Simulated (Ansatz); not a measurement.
## PbS: what changed settings do

The reference input for Ansatz (plane-wave DFT with PAW):

```yaml
crystal:
  lattice:
    - [4.0896976867, 0.0, 0.0]
    - [-2.0448488433, 3.5417820905, 0.0]
    - [0.0, 0.0, 3.788167]
  atoms:
    - { symbol: Pb, position: [0.0, 0.0, 0.0] }
    - { symbol: S, position: [0.66666667, 0.33333333, 0.5] }
basis:
  ecutwfc: 420
kpoints:
  mp_grid: { grid: [6, 6, 4] }
hamiltonian:
  xc: pbe
scf:
  occupations: { method: gaussian, width: 0.1 }
output:
  forces: true
  stress: true
  eigenvalues: true
```

Command:

```bash
ansatz run input.yaml --threads 1 --pin off --max-ram 1331MiB --backend cpu --events-out ev --progress --plain --runs-dir out
```

The run converges in 6 SCF iterations on 21 irreducible k-points: pressure -0.39 GPa, no gap.

The inputs are trials, many of them unsound on purpose. Their numbers show the effect of the settings and aren't properties of the material. Each trial's input is given as a difference from the reference's; energies are extrapolated to zero smearing where there is one, and pressure is positive in compression.

Problem. Trial 1:

```diff
 basis:
-  ecutwfc: 420
+  ecutwfc: "48 Ry"
+  xc_grid: 4
 scf:
-  occupations: { method: gaussian, width: 0.1 }
+  occupations: { method: gaussian, width: 0.0065 }
+  convergence: { dr2_threshold: "1e-2 eV" }
```

What does the program give?

Solution. The run converges in 6 SCF iterations on 21 irreducible k-points: energy 0.52 meV per atom below the reference, pressure -0.39 GPa, no gap. It warns that the SCF threshold is loose for the forces; that the SCF threshold is loose for the stress.

Problem. Trial 2 (strained):

```diff
 crystal:
   lattice:
-    - [4.0896976867, 0.0, 0.0]
-    - [-2.0448488433, 3.5417820905, 0.0]
-    - [0.0, 0.0, 3.788167]
+    - [4.0669815432, -0.0207636506, -0.0676359145]
+    - [-2.0514726205, 3.695028298, 0.0659630923]
+    - [-0.0626491636, 0.0343813189, 3.8209402384]
 basis:
-  ecutwfc: 420
+  ecutwfc: "39 Ry"
 kpoints:
-  mp_grid: { grid: [6, 6, 4] }
+  mp_grid: { grid: [3, 3, 2] }
 hamiltonian:
-  xc: pbe
+  xc: lda
 scf:
+  mixing: { beta: 0.12, ndim: 6, globalisation: backtrack }
+  initial_density: { chi_scale: 0, normalization: atom }
+  max_iter: 88
```

What does the program give?

Solution. The run converges in 12 SCF iterations on 10 irreducible k-points: pressure -8.05 GPa, largest force 0.108 eV/Å, no gap.